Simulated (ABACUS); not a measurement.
Runs of ABACUS 3.10.1 on PbF2 (Fluorocronite). The structure is cubic, space group Fm-3m (No. 225). Conventional cell: a = 5.927 Å, b = 5.927 Å, c = 5.927 Å, α = 90.00°, β = 90.00°, γ = 90.00°. Around Pb (site symmetry m-3m) lie 8 F at 2.57 Å. Around F (site symmetry -43m) lie 4 Pb at 2.57 Å. 

| task | potentials or basis | cutoff (eV) | SCF threshold on the density | eigensolver | gap on the mesh (eV) | pressure (GPa) | V0 of scaled cells (Å³/atom) | B0 (GPa) |
| --- | --- | --- | --- | --- | --- | --- | --- | --- |
| single point | PseudoDojo NC SR 0.4.1 PBE standard, TZDP LCAO (the cutoffs set its grid) | 1361 | 1e-07 | genelpa | 4.42 | 2.8 | - | - |
| equation of state | PseudoDojo NC SR 0.4.1 PBE standard, plane waves | 1143 | 1e-08 | dav | - | - | 18.00 | 67 |
| single point | PseudoDojo NC SR 0.4.1 PBE standard, DZP LCAO (the cutoffs set its grid) | 1361 | 1e-07 | genelpa | (b) | (a) | - | - |
| equation of state | PseudoDojo NC SR 0.4.1 PBE standard, TZDP LCAO (the cutoffs set its grid) | 1361 | 1e-07 | genelpa | - | - | 18.02 | 67 |

Alike in all rows: level PBE; no spin polarisation; cell as given; k mesh 8 × 8 × 8; smearing fermi-dirac 0.05 eV.

Task: Fill in the values left out.

Result: (a) 4.3; (b) 4.38.

Caveats: the atomic orbitals were generated for these runs and aren't a published set (some runs); the basis of atomic orbitals isn't converged, which shifts pressures, moduli and gaps (some runs); spin-orbit coupling is left out, which as a rule narrows the gap of such compounds by several tenths of an eV (some runs).

A k mesh can miss the band edges, and the runs leave out spin-orbit coupling on Pb.

Not every run made on this cell is shown here.
